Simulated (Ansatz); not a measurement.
**TiAl3 under strain**

The calculation used DFT PBEsol, scalar-relativistic, plane waves, PAW (Ansatz). (420 eV cutoff, 10×10×4 k-mesh, Gaussian smearing of 0.10 eV, no spin polarisation)

The relaxed crystal:

```
CELL_PARAMETERS angstrom
3.81555 0.00000 0.00000
0.00000 3.81555 0.00000
0.00000 0.00000 8.55399
ATOMIC_POSITIONS crystal
Ti 0.00000 0.00000 0.00000
Ti 0.50000 0.50000 0.50000
Al 0.50000 0.50000 0.00000
Al 0.00000 0.50000 0.25000
Al 0.50000 0.00000 0.25000
Al 0.00000 0.00000 0.50000
Al 0.50000 0.00000 0.75000
Al 0.00000 0.50000 0.75000
```

Deformation: all cell vectors scaled alike, the atoms relaxed, all within the symmetry that the strain leaves. Energies are extrapolated to zero smearing.

| strain (%) | ΔE (meV/atom) | a (Å) | b (Å) | c (Å) |
| --- | --- | --- | --- | --- |
| -3.0 | 48.0 | 3.701 | 3.701 | 8.297 |
| -2.0 | 20.7 | 3.739 | 3.739 | 8.383 |
| -1.0 | 5.0 | 3.777 | 3.777 | 8.468 |
| +0.0 | 0.0 | 3.816 | 3.816 | 8.554 |
| +1.0 | 4.8 | 3.854 | 3.854 | 8.640 |
| +2.0 | 18.4 | 3.892 | 3.892 | 8.725 |
| +3.0 | 40.2 | 3.930 | 3.930 | 8.811 |

Task: What stiffness (1/V) d²E/dε² at zero strain does a cubic fit over all points give?

Result: A cubic fit gives (1/V) d²E/dε² = 1010 GPa at zero strain (nine times the bulk modulus at fixed shape).